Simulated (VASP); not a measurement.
Here is a VASP 6.6.1 calculation.

INCAR

```
PREC = Accurate ; ENCUT = 520
EDIFF = 1E-6 ; ISMEAR = 0
SIGMA = 0.1 ; LREAL = False
LASPH = True ; NELM = 80
ALGO = Fast ; ISIF = 2
LWAVE = False ; LCHARG = False
NBANDS = 20
```

File KPOINTS:

```
regular mesh
0
Gamma
  6 6 6
```

POSCAR

```
CdF2
1.0
    0.0000000000      2.6940000000      2.6940000000
    2.6940000000      0.0000000000      2.6940000000
    2.6940000000      2.6940000000      0.0000000000
Cd F
1 2
Direct
    0.0000000000      0.0000000000      0.0000000000
    0.2500000000      0.2500000000      0.2500000000
    0.7500000000      0.7500000000      0.7500000000
```

Potentials or basis: VASP PAW LDA potentials, release 64 (Cd, F).

Command:

```bash
$ cat potpaw_LDA.64/Cd/POTCAR potpaw_LDA.64/F/POTCAR > POTCAR
$ mpirun -np 1 vasp_std > vasp.out
```

Task: Predict the band gap on the k mesh.

Result: 2.82 eV, indirect (least direct gap 3.28 eV).

Task: Predict the pressure.

Result: -4.7 GPa.

A k mesh can miss the band edges.
